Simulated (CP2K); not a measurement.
Crystal: ZrS.

```
Zr S
1.0
     3.71231    0.00000    0.00000
     1.85616    3.21496    0.00000
     1.85616    1.07165    3.03109
Zr S
1 1
Direct
  0.00000 0.00000 0.00000
  0.50000 0.50000 0.50000
```

Base run:

* Program: CP2K 2026.2
* Functional: TASK
* Potentials or basis: POTENTIAL_UZH Zr GTH-SCAN-q12, S GTH-SCAN-q6; TZVP-MOLOPT-SCAN-GTH basis
* Density cutoff: 9524 eV
* k mesh: 9 × 9 × 9
* Occupations: fermi-dirac, width 0.05 eV
* Spin: no spin polarisation

Its results: band gap on the k mesh none (metal or under the smearing width); pressure 4.1 GPa.

Q: The run is repeated on the same cell with these changes: functional from TASK to r2SCAN; eps_default from 1.0E-10 to 1.0E-9. What comes out?

A: Band gap on the k mesh none (metal or under the smearing width); pressure -1.3 GPa.

Caveats: the basis of atomic orbitals isn't converged, which shifts pressures, moduli and gaps; the potentials were made for another functional, which shifts forces and pressure (some runs).
